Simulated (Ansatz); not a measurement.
The system is NaCl.

```
Cl Na
1.0
     0.00000    2.79406    2.79406
     2.79406    0.00000    2.79406
     2.79406    2.79406    0.00000
Cl Na
1 1
Direct
  0.50000 0.50000 0.50000
  0.00000 0.00000 0.00000
```

The cell is a database's computed one.

* Program: Ansatz 0.2.0
* Task: relaxation of cell and atoms
* Functional: HSE03
* Potentials or basis: Ansatz PAW
* Cutoff: 420 eV (not typed: the program's choice for these potentials)
* k mesh: 4 × 4 × 4
* Occupations: fermi-dirac, width 0.05 eV
* Spin: no spin polarisation

At the start: volume 21.81 Å³/atom.

Task: Where does the relaxation end?

Result: It ends after 4 steps and the volume is 22.61 Å³/atom (+3.6 %); space group Fm-3m (No. 225, to 0.05 Å).

The path:
| step | energy change (eV) | largest force (eV/Å) | volume (Å³) |
| --- | --- | --- | --- |
| 1 | 0.0000 | 0.0000 | 43.63 |
| 2 | -0.0043 | 0.0000 | 44.71 |
| 3 | -0.0048 | 0.0000 | 45.21 |
| 4 | -0.0048 | 0.0000 | 45.21 |

Final structure:
```yaml
crystal:
  lattice:
    - [0.00000, 2.82757, 2.82757]
    - [2.82757, 0.00000, 2.82757]
    - [2.82757, 2.82757, 0.00000]
  atoms:
    - { symbol: Cl, position: [0.50000, 0.50000, 0.50000] }
    - { symbol: Na, position: [0.00000, 0.00000, 0.00000] }
```

Caveat: the k mesh is coarse (spacing up to 0.49 Å⁻¹), so the values aren't converged, least of all with exact exchange; the plane-wave basis is chosen anew once the cell has moved, so the energies of steps on either side of that aren't comparable; the PAW data sets come from PBE, with cores solved anew for the run's functional, which leaves a small shift of forces and pressure.
